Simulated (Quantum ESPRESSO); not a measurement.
# Sn under changes of volume

One of the cells (33.803 Å³/atom); the others are scaled copies at fixed shape and fractional positions:

```xyz
2
Lattice="0.0000 3.2333 3.2333 3.2333 0.0000 3.2333 3.2333 3.2333 0.0000" Properties=species:S:1:pos:R:3 pbc="T T T"
Sn    4.8500    4.8500    4.8500
Sn    3.2333    3.2333    3.2333
```

This isn't the form of Sn at room conditions, which is tetragonal (white tin).

* Program: Quantum ESPRESSO 7.5
* Functional: r2SCAN
* Potentials or basis: SG15 PBE 1.2
* Cutoff: 952 eV
* Density cutoff: 3810 eV
* k mesh: 5 × 5 × 5
* Occupations: fermi-dirac, width 0.05 eV
* Spin: no spin polarisation

```tsv
volume (Å³/atom)	energy over the lowest point (meV/atom)	pressure (GPa)
31.775	33.12	4.3
32.451	?	?
33.127	7.64	1.9
33.803	1.81	0.9
34.479	0.00	0.0
35.155	1.85	-0.9
35.831	7.02	-1.6
```

Q: What does the run at 32.451 Å³/atom give?

A: Energy over the lowest point 17.91 meV/atom; pressure 3.0 GPa.

Worked out: A Birch-Murnaghan fit of order 3 (a polynomial in V^(-2/3)) to the other rows has its minimum at 34.46 Å³/atom with B0 = V·E''(V) = 44 GPa and B' = 4.0. It gives 17.93 meV/atom at 32.451 Å³/atom, against the run's 17.91, and -dE/dV = 3.0 GPa, against 3.0.

Energies are extrapolated to zero smearing.

Caveats: the potentials were made for another functional, which shifts forces and pressure.
